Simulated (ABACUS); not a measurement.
Runs of ABACUS 3.10.1 on LiF (Griceite). It takes space group Fm-3m (No. 225, cubic). The conventional cell has a = 4.028 Å, b = 4.028 Å, c = 4.028 Å, α = 90.00°, β = 90.00°, γ = 90.00°. F (site symmetry m-3m) is surrounded by 6 Li at 2.01 Å. Around Li (site symmetry m-3m) lie 6 F at 2.01 Å. 

```tsv
task	level	potentials or basis	k mesh	cutoff (eV)	threshold of the eigensolver	path	points for each segment of the path	SCF threshold on the density	eigensolver	gap on the mesh (eV)	pressure (GPa)	V0 of scaled cells (Å³/atom)	B0 (GPa)
equation of state	r2SCAN	SG15 ONCV 1.2 PBE, DZP LCAO (the cutoffs set its grid)	8 × 8 × 8	1361	-	-	-	1e-07	genelpa	-	-	7.87	(c)
single point	r2SCAN	SG15 ONCV 1.2 PBE, plane waves	7 × 7 × 7	1320	-	-	-	1e-08	dav	10.12	-3.9	-	-
single point	RPBE	Ansatz NC PBE, plane waves	9 × 9 × 9	1333	-	-	-	1e-08	dav	9.34	(b)	-	-
single point	BLYP	SPMS ONCV 1.0 PBE, DZP LCAO (the cutoffs set its grid)	10 × 10 × 10	1361	-	-	-	1e-07	genelpa	9.28	3.6	-	-
equation of state	BLYP	GBRV ultrasoft 1.5 PBE, plane waves	9 × 9 × 9	544	-	-	-	1e-08	dav	-	-	(a)	62
```

Alike in all rows: no spin polarisation; cell as given; smearing fermi-dirac 0.05 eV.

Q: Fill in the values left out.

A: (a) 8.54; (b) 6.2; (c) 83.

Caveats: the potentials were made for another functional, which shifts forces and pressure; the atomic orbitals were generated for these runs and aren't a published set (some runs); the basis of atomic orbitals isn't converged, which shifts pressures, moduli and gaps (some runs); an odd mesh through Γ misses points on the zone boundary, where band edges often lie (some runs).

Not every run made on this cell is shown here.
